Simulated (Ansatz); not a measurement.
**Ti: stiffness from a series of strains**

```xyz
2
Lattice="2.9500 0.0000 0.0000 -1.4750 2.5548 0.0000 0.0000 0.0000 4.6860" Properties=species:S:1:pos:R:3 pbc="T T T"
Ti    0.0000    1.7032    1.1715
Ti    1.4750    0.8516    3.5145
```

Atom numbers follow the list: Ti1, Ti2.

The cell is COD entry 9008517, as deposited and not checked against the literature; nothing was relaxed.

Method: DFT, PBE, all-electron LAPW, scalar-relativistic (Ansatz 0.2.0).

The runs use a Γ-centred 13×13×7 k mesh, Fermi–Dirac smearing of 0.08 eV, basis error target 0.5 meV/atom, no spin polarisation.

The strain is applied along the Cartesian axes of the cell as listed (the other components stay zero). Fractional coordinates are held (clamped ions).

σ is the change of stress from the unstrained cell, which is at -1.58 GPa; tension is positive, so slopes are stress–strain coefficients at that pressure. In a metal the k mesh adds noise.

Only quantities that a quadratic follows smoothly over the whole series are listed; rougher ones are left out.

```tsv
εzz	σzz (GPa)	σxx (GPa)
-0.0300	-5.85	-2.31
-0.0100	-1.86	-0.73
0.0000	0.00	0.00
0.0100	1.76	0.69
0.0200	3.41	1.34
0.0300	4.97	1.96
```

Question: Fit the series and read off the stiffness at zero strain.

Answer: Least-squares fits y = p0 + p1 x + p2 x² to the rows give σzz (GPa): p1 = 180, p2 = -490; σxx (GPa): p1 = 71.1, p2 = -190. So C33 = 180 GPa and C13 = 71 GPa, for these axes.

Question: One run, at εzz = -0.0200, is withheld. Predict its row.

Answer: The fits give -3.80, -1.50; the run gave -3.81, -1.49.
